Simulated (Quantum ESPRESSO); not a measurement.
Crystal: SrO.

```
CELL_PARAMETERS angstrom
0.00000 2.56630 2.56630
2.56630 0.00000 2.56630
2.56630 2.56630 0.00000
ATOMIC_POSITIONS crystal
Sr 0.50000 0.50000 0.50000
O 0.00000 0.00000 0.00000
```

| Property | Result |
| --- | --- |
| Program | Quantum ESPRESSO 7.5 |
| Task | phonons |
| Functional | PBE |
| Potentials or basis | PseudoDojo 0.4.1 SR PBE standard |
| Cutoff | 1143 eV |
| Density cutoff | 4572 eV |
| k mesh | 4 × 4 × 4, shifted |
| Occupations | fermi-dirac, width 0.05 eV |
| Spin | no spin polarisation |
| Mixing beta | 0.5 |
| Most SCF iterations | 120 |
| SCF threshold | 4e-10 Ry |

The first run showed a gap, so the response started from a second, tighter run with fixed occupations.

The run gives a transverse optical frequency of 211 cm⁻¹, an electronic dielectric constant of 3.75 and Born charges of ±2.45 e.

What are the longitudinal frequency and the static dielectric constant?

The longitudinal mode lies at 466 cm⁻¹, 255 cm⁻¹ over the transverse one, and the static constant is 18.23. The two agree with the Lyddane-Sachs-Teller relation: (466/211)² = 4.88 and 18.23/3.75 = 4.86.

Caveat: the cell is more than 3 GPa from zero pressure, which shifts response properties.
